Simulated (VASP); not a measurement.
# Zn (Im-3m) in VASP: notebook

Runs on Zn. Level: LDA. Tasks: single point.

Everything below comes from runs of VASP 6.6.1. Logs are shortened: lines on timing, memory, paths and dates and some standing lists are left out, and cuts for length are marked.

### 1 The crystal as given

Symmetry: Im-3m, No. 229, cubic system. The conventional cell has a = 3.138 Å, b = 3.138 Å, c = 3.138 Å, α = 90.00°, β = 90.00°, γ = 90.00°. Zn (site symmetry m-3m) is surrounded by 8 Zn at 2.72 Å.

This isn't the form of Zn at room conditions, which is hcp.

### 2 Single point, LDA

INCAR reads:

```
  PREC = Accurate
  ENCUT = 520
  EDIFF = 1E-6
  ISMEAR = 0
  SIGMA = 0.15
  LREAL = False
  LASPH = True
  NELM = 100
  ALGO = Normal
  ISIF = 2
  LWAVE = False
  LCHARG = False
  GGA = CA
  NBANDS = 12
```

KPOINTS reads:

```
Automatic mesh
0
Gamma
  24 24 24
```

POSCAR reads:

```
Zn
1.0
   -1.5690370000      1.5690370000      1.5690370000
    1.5690370000     -1.5690370000      1.5690370000
    1.5690370000      1.5690370000     -1.5690370000
Zn
1
Direct
    0.0000000000      0.0000000000      0.0000000000
```

Potentials or basis: VASP PAW LDA potentials, release 64 (Zn).

Launch:

```bash
$ cat potpaw_LDA.64/Zn/POTCAR > POTCAR
$ mpirun -np 1 vasp_std > vasp.out
```

OUTCAR:

```text
PREC = Accurate
   ENCUT = 520
   EDIFF = 1E-6
   ISMEAR = 0
   LREAL = False
   LASPH = True
   NELM = 100
   ISIF = 2
   GGA = CA

 ion  position               nearest neighbor table
   1  0.000  0.000  0.000-

  LATTYP: Found a body centered cubic cell.
 ALAT       =     3.1380740000

  Lattice vectors:

 A1 = (  -1.5690370000,   1.5690370000,   1.5690370000)
 A2 = (   1.5690370000,  -1.5690370000,   1.5690370000)
 A3 = (   1.5690370000,   1.5690370000,  -1.5690370000)

Analysis of symmetry for initial positions (statically):
=====================================================================
 Subroutine PRICEL returns:
 Original cell was already a primitive cell.

 Routine SETGRP: Setting up the symmetry group for a
 body centered cubic supercell.

 Subroutine GETGRP returns: Found 48 space group operations
 (whereof 48 operations were pure point group operations)
 out of a pool of 48 trial point group operations.

The static configuration has the point symmetry O_h .

Analysis of symmetry for dynamics (positions and initial velocities):
=====================================================================
 Subroutine PRICEL returns:
 Original cell was already a primitive cell.

 Routine SETGRP: Setting up the symmetry group for a
 body centered cubic supercell.

 Subroutine GETGRP returns: Found 48 space group operations
 (whereof 48 operations were pure point group operations)
 out of a pool of 48 trial point group operations.

The dynamic configuration has the point symmetry O_h .

 Subroutine INISYM returns: Found 48 space group operations
 (whereof 48 operations are pure point group operations),
 and found     1 'primitive' translations

----------------------------------------------------------------------------------------

                                     Primitive cell

  volume of cell :      15.4511

  direct lattice vectors                    reciprocal lattice vectors
    -1.569037000  1.569037000  1.569037000     0.000000000  0.318666800  0.318666800
     1.569037000 -1.569037000  1.569037000     0.318666800  0.000000000  0.318666800
     1.569037000  1.569037000 -1.569037000     0.318666800  0.318666800  0.000000000

  length of vectors
     2.717651803  2.717651803  2.717651803     0.450662911  0.450662911  0.450662911

  position of ions in fractional coordinates (direct lattice)
     0.000000000  0.000000000  0.000000000

  ion indices of the primitive-cell ions
   primitive index   ion index
                 1           1

----------------------------------------------------------------------------------------

 KPOINTS: Automatic mesh

Automatic generation of k-mesh.
 Grid dimensions read from file:
 generate k-points for:   24   24   24

 Generating k-lattice:

  Cartesian coordinates                     Fractional coordinates (reciprocal lattice)
     0.000000000  0.013277783  0.013277783     0.041666667  0.000000000  0.000000000
     0.013277783  0.000000000  0.013277783     0.000000000  0.041666667  0.000000000
     0.013277783  0.013277783  0.000000000     0.000000000  0.000000000  0.041666667

  Length of vectors
     0.018777621  0.018777621  0.018777621

  Shift w.r.t. Gamma in fractional coordinates (k-lattice)
     0.000000000  0.000000000  0.000000000

 Subroutine IBZKPT returns following result:
 ===========================================

 Found    413 irreducible k-points:

 Following reciprocal coordinates:
            Coordinates               Weight
  0.000000  0.000000  0.000000      1.000000
  0.041667  0.000000  0.000000     12.000000
  0.083333  0.000000  0.000000     12.000000
  0.125000  0.000000  0.000000     12.000000
  0.166667  0.000000  0.000000     12.000000
  0.208333  0.000000  0.000000     12.000000
[... 16 lines left out ...]
  0.416667  0.041667  0.000000     48.000000
  0.458333  0.041667  0.000000     48.000000
 [... further k-points ...]
   k-points           NKPTS =    413   k-points in BZ     NKDIM =    413   number of bands    NBANDS=     12
   number of dos      NEDOS =    301   number of ions     NIONS =      1
   total plane-waves  NPLWV =   8000
   dimension x,y,z NGX =    20 NGY =   20 NGZ =   20
   dimension x,y,z NGXF=    40 NGYF=   40 NGZF=   40
   ions per type =               1
   NGX,Y,Z   is equivalent  to a cutoff of  12.23, 12.23, 12.23 a.u.
   NGXF,Y,Z  is equivalent  to a cutoff of  24.47, 24.47, 24.47 a.u.
 SYSTEM =  unknown system
   PREC   = accura    normal or accurate (medium, high low for compatibility)
   ISTART =      0    job   : 0-new  1-cont  2-samecut
   ICHARG =      2    charge: 1-file 2-atom 10-const
   ISPIN  =      1    spin polarized calculation?
   LNONCOLLINEAR =      F non collinear calculations
   LSORBIT =      F    spin-orbit coupling
   LASPH  =      T    aspherical Exc in radial PAW
   ENCUT  =  520.0 eV  38.22 Ry    6.18 a.u.   5.05  5.05  5.05*2*pi/ulx,y,z
   NELM   =    100;   NELMIN=  2; NELMDL= -5     # of ELM steps
   EDIFF  = 0.1E-05   stopping-criterion for ELM
   LREAL  =      F    real-space projection
   EDIFFG = 0.1E-04   stopping-criterion for IOM
   NSW    =      0    number of steps for IOM
   IBRION =     -1    ionic relax: 0-MD 1-quasi-New 2-CG
   NFREE  =      0    steps in history (QN), initial steepest desc. (CG)
   ISIF   =      2    stress and relaxation
   ISYM   =      2    0-nonsym 1-usesym 2-fastsym
   POTIM  = 0.5000    time-step for ionic-motion
   TEBEG  =    0.0;   TEEND  =   0.0 temperature during run
   PSTRESS=    0.0 pullay stress
   NELECT =      12.0000    total number of electrons
   NUPDOWN=      -1.0000    fix difference up-down
   EMIN   =  10.00;   EMAX   =-10.00  energy-range for DOS
   EFERMI =   0.00;   METHOD = LEGACY
   ISMEAR =     0;   SIGMA  =   0.15  broadening in eV -4-tet -1-fermi 0-gaus
   EFERMI_NEDOS =   21; number of points for ismear=-14 and -15
   IALGO  =     38    algorithm
   IMIX   =      4    mixing-type and parameters
     AMIX     =   0.40;   BMIX     =  1.00
     AMIX_MAG =   1.60;   BMIX_MAG =  1.00
  volume/ion in A,a.u.               =      15.45       104.27
  Fermi-wavevector in a.u.,A,eV,Ry     =   1.504811  2.843681 30.809811  2.264457
  Thomas-Fermi vector in A             =   2.615742
   LORBIT       =      0    0 simple, 1 ext, 2 COOP (PROOUT), +10 PAW based schemes
   GGA     = CA    functional components
   LHFCALC =     F    Hartree Fock is set to
   AEXX    =    0.0000 exact exchange contribution
   IVDW    =     0    specifies the selected vdW correction
   LEPSILON=     F    determine dielectric tensor
   LRPA    =     F    only Hartree local field effects (RPA)
 non-spin polarized calculation
 Gauss-broadening in eV      SIGMA  =   0.15
  energy-cutoff  :      520.00
  volume of cell :       15.45
 maximum number of plane-waves:       430
   NGX = 11   NGY = 11   NGZ = 11

 number of electron      12.0000023 magnetization

 Free energy of the ion-electron system (eV)
  ---------------------------------------------------
  ext. energy  EPLUGINS =         0.00000000
  ---------------------------------------------------
  free energy    TOTEN  =        -1.72954633 eV

  energy without entropy =       -1.72537497  energy(sigma->0) =       -1.72746065

 E-fermi :   2.8277     XC(G=0): -11.8162

 val. band max:        2.8137369188   @ k =   0.3750   0.2500   0.0000
 cond. band min:       2.8491763774   @ k =  -0.4167   0.4167   0.3750
 fundamental gap:      0.0354394587
 Fermi energy:         2.8276697984

 k-point     1 :       0.0000    0.0000    0.0000
  band No.  band energies     occupation
      1      -7.4871      2.00000
      2      -4.9801      2.00000
      3      -4.9801      2.00000
      4      -4.9801      2.00000
      5      -4.4765      2.00000
      6      -4.4765      2.00000
      7      21.5751      0.00000
      8      21.5751      0.00000
      9      21.5751      0.00000
     10      23.6936      0.00000
     11      23.6936      0.00000
     12      23.6936      0.00000

 k-point     2 :       0.0417    0.0000    0.0000
  band No.  band energies     occupation
      1      -7.4322      2.00000
      2      -4.9852      2.00000
      3      -4.9788      2.00000
      4      -4.9671      2.00000
      5      -4.4816      2.00000
      6      -4.4763      2.00000
      7      20.8020      0.00000
      8      21.1370      0.00000
      9      21.3586      0.00000
     10      22.8761      0.00000
     11      23.1455      0.00000
     12      23.4902      0.00000

 k-point     3 :       0.0833    0.0000    0.0000
  band No.  band energies     occupation
      1      -7.2689      2.00000
      2      -5.0003      2.00000
      3      -4.9748      2.00000
      4      -4.9289      2.00000
      5      -4.4952      2.00000
      6      -4.4753      2.00000
      7      18.9662      0.00000
      8      20.2223      0.00000
      9      20.7441      0.00000
     10      22.2413      0.00000
     11      22.3044      0.00000
     12      23.3846      0.00000
[... 286 lines left out ...]
 k-point    23 :       0.4167    0.0417    0.0000
  band No.  band energies     occupation
      1      -5.5825      2.00000
      2      -5.2627      2.00000
      3      -4.5120      2.00000
      4      -4.4543      2.00000
      5      -4.1985      2.00000
      6      -0.9589      2.00000
      7       3.3182      0.00000
      8      13.7348      0.00000
      9      15.2248      0.00000
     10      18.7638      0.00000
     11      20.0820      0.00000
     12      28.6675      0.00000

 k-point    24 :       0.4583    0.0417    0.0000
  band No.  band energies     occupation
      1      -5.5930      2.00000
      2      -5.2725      2.00000
      3      -4.5064      2.00000
      4      -4.4534      2.00000
      5      -4.1666      2.00000
      6       0.0604      2.00000
      7       2.0856      2.00000
      8      13.5960      0.00000
      9      15.1085      0.00000
     10      18.6831      0.00000
     11      20.0273      0.00000
     12      29.6422      0.00000

 [... further k-points ...]
[... 5 lines left out ...]
  --------------------------------------------------------------------------------------
  -------------------------------------------------------------------------------------
  Total       -0.7601705     -0.7601705     -0.7601705      0.0000000     -0.0000000      0.0000000
  in kB      -78.8246472    -78.8246472    -78.8246472      0.0000000     -0.0000000      0.0000000
  external PRESSURE =     -78.8246472 kB  Pullay stress =       0.0000000 kB

 VOLUME and BASIS-vectors are now :
 -----------------------------------------------------------------------------
  energy-cutoff  :      520.00
  volume of cell :       15.45
      direct lattice vectors                 reciprocal lattice vectors
    -1.569037000  1.569037000  1.569037000     0.000000000  0.318666800  0.318666800
     1.569037000 -1.569037000  1.569037000     0.318666800  0.000000000  0.318666800
     1.569037000  1.569037000 -1.569037000     0.318666800  0.318666800  0.000000000

 POSITION                                       TOTAL-FORCE (eV/Angst)
 -----------------------------------------------------------------------------------
      0.00000      0.00000      0.00000         0.000000      0.000000     -0.000000
 -----------------------------------------------------------------------------------
    total drift:                                0.000000     -0.000000      0.000000

  FREE ENERGIE OF THE ION-ELECTRON SYSTEM (eV)
  ---------------------------------------------------
  free  energy   TOTEN  =        -1.7295463317 eV

  energy  without entropy=       -1.7253749717  energy(sigma->0) =       -1.72746065
```

Run time: 25 s. Hardware: 1 thread of AMD EPYC 9R45 (Zen 5), shared host; peak memory 0.14 GiB.

What came out:

```yaml
Free_energy: -1.7295 eV
Pressure: -7.9 GPa
Band_gap_on_the_k_mesh: none (metal or under the smearing width)
```

### 3 Single point, LDA

INCAR reads:

```
SYSTEM = Zn
ALGO     = Normal         ! electronic algorithm
EDIFF    = 1E-7           ! SCF threshold, eV
ENCUT    = 520            ! plane-wave cutoff, eV
ISIF     = 2              ! what is computed and relaxed
ISMEAR   = 0              ! smearing method
LASPH    = .TRUE.         ! aspherical terms in the spheres
LCHARG   = .TRUE.         ! write CHGCAR
LELF     = .TRUE.         ! ELF
LREAL    = .FALSE.        ! projectors in reciprocal space
LVHAR    = .TRUE.       
LWAVE    = .FALSE.        ! write WAVECAR
NBANDS   = 12             ! bands
NELM     = 60             ! most SCF steps
PREC     = Accurate       ! precision mode
SIGMA    = 0.15           ! smearing width, eV
```

KPOINTS reads:

```
k-points
0
G
  22 22 22
  0 0 0
```

POSCAR is that of step 2.

Potentials or basis: VASP PAW LDA potentials, release 64 (Zn).

Launch:

```bash
$ cat potpaw_LDA.64/Zn/POTCAR > POTCAR
$ mpirun -np 1 vasp_std > vasp.out
```

OUTCAR:

```text
SYSTEM = Zn
   EDIFF = 1E-7
   ENCUT = 520
   ISIF = 2
   ISMEAR = 0
   LASPH = .TRUE.
   LREAL = .FALSE.
   NELM = 60
   PREC = Accurate

 ion  position               nearest neighbor table
   1  0.000  0.000  0.000-

  LATTYP: Found a body centered cubic cell.
 ALAT       =     3.1380740000

  Lattice vectors:

 A1 = (  -1.5690370000,   1.5690370000,   1.5690370000)
 A2 = (   1.5690370000,  -1.5690370000,   1.5690370000)
 A3 = (   1.5690370000,   1.5690370000,  -1.5690370000)

Analysis of symmetry for initial positions (statically):
=====================================================================
 Subroutine PRICEL returns:
 Original cell was already a primitive cell.

 Routine SETGRP: Setting up the symmetry group for a
 body centered cubic supercell.

 Subroutine GETGRP returns: Found 48 space group operations
 (whereof 48 operations were pure point group operations)
 out of a pool of 48 trial point group operations.

The static configuration has the point symmetry O_h .

Analysis of symmetry for dynamics (positions and initial velocities):
=====================================================================
[... 161 lines left out ...]
 fundamental gap:      0.0212067083
 Fermi energy:         2.8586177307

 k-point     1 :       0.0000    0.0000    0.0000
  band No.  band energies     occupation
      1      -7.4868      2.00000
      2      -4.9790      2.00000
      3      -4.9790      2.00000
      4      -4.9790      2.00000
      5      -4.4753      2.00000
      6      -4.4753      2.00000
      7      21.5756      0.00000
      8      21.5756      0.00000
      9      21.5756      0.00000
     10      23.6938      0.00000
     11      23.6938      0.00000
     12      23.6938      0.00000
[... 331 lines left out ...]
 k-point    24 :       0.1364    0.0909    0.0000
  band No.  band energies     occupation
      1      -6.3234      2.00000
      2      -5.0522      2.00000
      3      -4.9930      2.00000
      4      -4.6606      2.00000
      5      -4.5523      2.00000
      6      -4.4505      2.00000
      7      14.2080      0.00000
      8      15.5375      0.00000
      9      17.8912      0.00000
     10      21.5744      0.00000
     11      22.4668      0.00000
     12      24.0159      0.00000

 [... further k-points ...]
[... 5 lines left out ...]
  --------------------------------------------------------------------------------------
  -------------------------------------------------------------------------------------
  Total       -0.7581764     -0.7581764     -0.7581764      0.0000000     -0.0000000      0.0000000
  in kB      -78.6178754    -78.6178754    -78.6178754      0.0000000     -0.0000000      0.0000000
  external PRESSURE =     -78.6178754 kB  Pullay stress =       0.0000000 kB

 VOLUME and BASIS-vectors are now :
 -----------------------------------------------------------------------------
  energy-cutoff  :      520.00
  volume of cell :       15.45
      direct lattice vectors                 reciprocal lattice vectors
    -1.569037000  1.569037000  1.569037000     0.000000000  0.318666800  0.318666800
     1.569037000 -1.569037000  1.569037000     0.318666800  0.000000000  0.318666800
     1.569037000  1.569037000 -1.569037000     0.318666800  0.318666800  0.000000000

 POSITION                                       TOTAL-FORCE (eV/Angst)
 -----------------------------------------------------------------------------------
      0.00000      0.00000      0.00000         0.000000      0.000000      0.000000
 -----------------------------------------------------------------------------------
    total drift:                                0.000000     -0.000000     -0.000000

  FREE ENERGIE OF THE ION-ELECTRON SYSTEM (eV)
  ---------------------------------------------------
  free  energy   TOTEN  =        -1.7308418191 eV

  energy  without entropy=       -1.7271418867  energy(sigma->0) =       -1.72899185
```

OSZICAR:

```text
N       E                     dE             d eps       ncg     rms          rms(c)
DAV:   1     0.421100776701E+02    0.42110E+02   -0.65854E+03  8140   0.157E+03
DAV:   2    -0.478707111786E+00   -0.42589E+02   -0.40001E+02  8112   0.215E+02
DAV:   3    -0.184096479375E+01   -0.13623E+01   -0.13597E+01  9132   0.378E+01
DAV:   4    -0.184445783110E+01   -0.34930E-02   -0.34929E-02  8680   0.187E+00
DAV:   5    -0.184446069820E+01   -0.28671E-05   -0.28674E-05  8940   0.523E-02    0.272E+00
DAV:   6    -0.174257407407E+01    0.10189E+00   -0.50889E-01  8884   0.144E+01    0.209E+00
DAV:   7    -0.173451817599E+01    0.80559E-02   -0.11263E-02  8664   0.210E+00    0.104E+00
DAV:   8    -0.173084893599E+01    0.36692E-02   -0.15665E-03  9808   0.497E-01    0.278E-02
DAV:   9    -0.173084164142E+01    0.72946E-05   -0.75434E-05 11872   0.127E-01    0.196E-02
DAV:  10    -0.173084182023E+01   -0.17881E-06   -0.51630E-06  8400   0.371E-02    0.943E-04
DAV:  11    -0.173084181913E+01    0.11009E-08   -0.45805E-08  5816   0.353E-03
   1 F= -.17308418E+01 E0= -.17289919E+01  d E =-.369993E-02
```

It took 22 s on 1 thread of AMD EPYC 9R45 (Zen 5), shared host; peak memory 0.13 GiB.

Results:

```
Free energy            : -1.7308 eV
Pressure               : -7.9 GPa
Band gap on the k mesh : none (metal or under the smearing width)
```

Levels at points of the mesh, in eV from the Fermi level:
```tsv
k point	band 3	band 4	band 5	band 6	band 7	band 8	band 9	band 10
(0.00, 0.00, 0.00)	-7.84	-7.84	-7.33	-7.33	18.72	18.72	18.72	20.84
(0.50, 0.00, 0.00)	-7.36	-7.30	-7.00	-2.63	-1.06	11.12	12.64	15.33
(0.50, 0.50, 0.50)	-7.08	-7.08	-7.08	4.12	4.12	4.12	7.26	8.66
```
